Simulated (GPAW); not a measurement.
# GaP (F-43m) in GPAW: a series of runs, part 2 of 2

GPAW 26.7.0.

**5. Equation of state, PBEsol+D4**

run.py

```python
from ase.calculators.mixing import SumCalculator
from ase.eos import EquationOfState
from ase.io import Trajectory, read
from ase.units import GPa
from dftd4.ase import DFTD4
from gpaw import GPAW, PW, setup_paths

setup_paths.insert(0, '.')

atoms = read('GaP.cif')

traj = Trajectory('eos.traj', 'w')
volumes, energies = [], []
for x in [0.94, 0.96, 0.98, 1.0, 1.02, 1.04, 1.06]:
    a = atoms.copy()
    a.set_cell(atoms.cell * x**(1 / 3), scale_atoms=True)
    calc = GPAW(mode=PW(600),
                xc='PBEsol',
                kpts={'size': (8, 8, 8), 'gamma': True},
                occupations={'name': 'fermi-dirac', 'width': 0.05},
                nbands=11,
                convergence={'density': 1e-05, 'energy': 1e-05},
                maxiter=150,
                txt=f'eos-{x:.2f}.txt')
    a.calc = SumCalculator([calc, DFTD4(method='pbesol')])
    energies.append(a.get_potential_energy())
    volumes.append(a.get_volume())
    p = -a.get_stress()[:3].mean() / GPa
    calc.write(f'eos-{x:.2f}.gpw')
    traj.write(a)
    print(f'{x:.2f} {volumes[-1]:10.4f} A^3 {energies[-1]:14.6f} eV {p:9.3f} GPa', flush=True)

v0, e0, B = EquationOfState(volumes, energies, eos='birchmurnaghan').fit()
print(f'V0 = {v0:.4f} A^3, E0 = {e0:.6f} eV, B0 = {B / GPa:.2f} GPa')
```

GaP.cif

```cif
data_GaP
_cell_length_a 3.85408551
_cell_length_b 3.85408551
_cell_length_c 3.85408551
_cell_angle_alpha 60.00000000
_cell_angle_beta 60.00000000
_cell_angle_gamma 60.00000000
_space_group_name_H-M_alt 'P1'
_space_group_name_Hall 'P 1'
_space_group_IT_number 1
loop_
_space_group_symop_operation_xyz
'x,y,z'
loop_
_atom_site_label
_atom_site_type_symbol
_atom_site_symmetry_multiplicity
_atom_site_Wyckoff_symbol
_atom_site_fract_x
_atom_site_fract_y
_atom_site_fract_z
_atom_site_occupancy
Ga1 Ga 1 a 0.0000000000 0.0000000000 0.0000000000 1
P1 P 1 a 0.7500000000 0.7500000000 0.7500000000 1
```

Potentials or basis: PAW data sets generated in the run's folder for this functional, pw.

The run is started by

```sh
gpaw-setup -f PBEsol Ga P
OMP_NUM_THREADS=1 python run.py
```

Standard output:

```text
__  _  _
 | _ |_)|_||  |
 |__||  | ||/\| - 26.7.0

Input parameters:
  mode=PW(ecut=600.0),
  convergence={'density': 1e-05, 'energy': 1e-05},
  kpts=MonkhorstPack(size=(8, 8, 8), gamma=True),
  maxiter=150,
  nbands=11,
  occupations=Occupations(name='fermi-dirac', width=0.05),
  xc=XC(name='PBEsol')

Diagonalizing LCAO Hamiltonian
Converting LCAO to pw mode

                       P

       Ga

Atoms  # Å, Bohr magnetons
|   | symbol |        x |        y |        z |    initial magnetic moments |
|---|--------|----------|----------|----------|-----------------------------|
| 0 |     Ga | 0.000000 | 0.000000 | 0.000000 | ( 0.0000,  0.0000,  0.0000) |
| 1 |      P | 5.663113 | 3.269600 | 2.311956 | ( 0.0000,  0.0000,  0.0000) |

Unit cell  # Å
| periodic |        x |        y |        z |  lengths |    angles |
|----------|----------|----------|----------|----------|-----------|
|      yes | 3.775409 | 0.000000 | 0.000000 | 3.775409 | 60.000000 |
[... 174 lines left out ...]

Converged in 9 steps
Energy contributions relative to reference atoms: (reference = -62131.327136)

Energy contributions:
  Kinetic:          32.459510
  Coulomb:         -28.216064
  Zero:              0.011616
  External:          0.000000
  Xc:              -14.007822
  Entropy:          -0.000000
  Spinorbit:         0.000000
  ----------------------------
  Free energy:      -9.752760
  Extrapolated:     -9.752760

dipole moment: (-14.793520, -8.541043, -6.039429)  # |e|*Ang

Fermi level: 6.222
Eigenvalues  # (at kpt = [0.000, 0.000, 0.000])
| band index |      eig [eV] | occ [0-2] |
|------------|---------------|-----------|
|          0 |        -7.436 |     2.000 |
|          1 |         5.539 |     2.000 |
|          2 |         5.539 |     2.000 |
|          3 |         5.539 |     2.000 |
|          4 |         7.874 |     0.000 |
|          5 |         9.388 |     0.000 |
|          6 |         9.388 |     0.000 |
|          7 |         9.388 |     0.000 |
|          8 |        14.477 |     0.000 |
|          9 |        15.287 |     0.000 |
|         10 |        15.287 |     0.000 |

Gap: 1.392 eV
Transition (v -> c):
  (s=0, k=0, n=3, [0.00, 0.00, 0.00]) -> (s=0, k=24, n=4, [0.50, 0.50, 0.00])
Direct/indirect transitions are different
Direct gap: 2.335 eV
Transition at: (s=0, k=0, n=3, [0.00, 0.00, 0.00])

Stress tensor  # eV/Ang^3
|         x |         y |         z |
|-----------|-----------|-----------|
| -0.051435 | -0.000000 |  0.000000 |
|  0.000000 | -0.051435 | -0.000000 |
|  0.000000 | -0.000000 | -0.051435 |

# Writing to eos-0.94.gpw (mode='')
```

eos-0.96.txt:

```text
SCF iterations
|iter     | |      energy | eigst |  dens |
|---------|-|-------------|-------|-------|
|iter:   1| |   -9.980290 | -0.25 |       |
|iter:   2| |   -9.947222 | -2.34 | -0.85 |
|iter:   3| |   -9.788429 | -1.91 | -0.88 |
|iter:   4| |   -9.787934 | -3.37 | -1.54 |
[... 38 lines left out ...]

Gap: 1.440 eV
Transition (v -> c):
  (s=0, k=0, n=3, [0.00, 0.00, 0.00]) -> (s=0, k=24, n=4, [0.50, 0.50, 0.00])
Direct/indirect transitions are different
Direct gap: 2.156 eV
Transition at: (s=0, k=0, n=3, [0.00, 0.00, 0.00])

Stress tensor  # eV/Ang^3
|         x |         y |         z |
|-----------|-----------|-----------|
| -0.035956 |  0.000000 |  0.000000 |
|  0.000000 | -0.035956 |  0.000000 |
|  0.000000 | -0.000000 | -0.035956 |

# Writing to eos-0.96.gpw (mode='')
```

Run time: 55 s. Hardware: 1 thread of Arm Neoverse V2, shared host; peak memory 0.24 GiB.

What came out:

```yaml
Equilibrium_volume: 20.20 Å³/atom
Bulk_modulus: 92 GPa
Pressure_derivative_of_the_bulk_modulus: 4.6
```

Energy against volume, from the lowest point:
| volume (Å³/atom) | energy (meV/atom) |
| --- | --- |
| 19.026 | 21.83 |
| 19.431 | 9.00 |
| 19.836 | 1.93 |
| 20.240 | 0.00 |
| 20.645 | 2.69 |
| 21.050 | 9.48 |
| 21.455 | 19.94 |

Caveat: the data sets keep Ga 3d, Li 1s and Be 1s frozen, and some such compounds lay over 1.5 % in volume off other programs.

**6. The runs side by side**

| task | level | potentials or basis | spin | eigensolver | band path | band points | spin axis theta (degrees) | spin axis phi (degrees) | V0 of scaled cells (Å³/atom) | B0 (GPa) |
| --- | --- | --- | --- | --- | --- | --- | --- | --- | --- | --- |
| equation of state | revTPSS+D3 | GPAW PAW data sets (gpaw-data 1.2.1), pw | off | davidson | - | - | - | - | - | - |
| equation of state | vdW-DF-cx | GPAW PAW data sets (gpaw-data 1.2.1), pw | off | - | - | - | - | - | 20.91 | 85 |
| band structure | LDA | the program's PAW data sets (release 1.2.1) made for this functional, pw | SOC, no magnetisation | - | GXWKGLUWLK,UX | 100 | 90 | 0 | - | - |
| equation of state | PBEsol+D4 | PAW data sets generated in the run's folder for this functional, pw | off | - | - | - | - | - | 20.20 | 92 |

Alike in all rows: cell as given; k mesh 8 × 8 × 8; cutoff (eV) 600; smearing fermi-dirac 0.05 eV.

Caveats: the data sets keep Ga 3d, Li 1s and Be 1s frozen, and some such compounds lay over 1.5 % in volume off other programs; the PAW data sets were made with another functional, which shifts forces and pressure a little (some runs); the points scatter about the fit (some runs); spin-orbit coupling was added after a scalar SCF, so levels and gaps hold it while energy, forces, pressure and moments don't (some runs); this program's spin-orbit splittings come out too wide for heavy elements (some runs).

Total energies depend on the potentials used, so only differences within one code and one set of settings carry meaning.

**7. Against experiment**

Step 3. Measured bulk modulus of GaP: 87.5 GPa (“Phosphorous dimerization in GaP at high pressure”, 2017, arxiv:1709.06667). This calculation gives 85 GPa (-2.6 %). The fit is for a static lattice scaled at fixed shape and fixed fractional positions.

Step 4. Measured gap of GaP: 2.34 eV (indirect; 10 K; quoted in “Stacking defects in GaP nanowires: Electronic structure and optical properties”, 2018, arxiv:1810.01194). This calculation gives 1.43 eV (-0.91 eV). The value is that of LDA, without temperature or zero-point motion. Semilocal functionals fall short of measured gaps as a rule.

Step 5. Against the measured bulk modulus of GaP, 87.5 GPa (“Phosphorous dimerization in GaP at high pressure”, 2017, arxiv:1709.06667), the calculated 92 GPa is off by +4.9 %. The fit is for a static lattice scaled at fixed shape and fixed fractional positions.
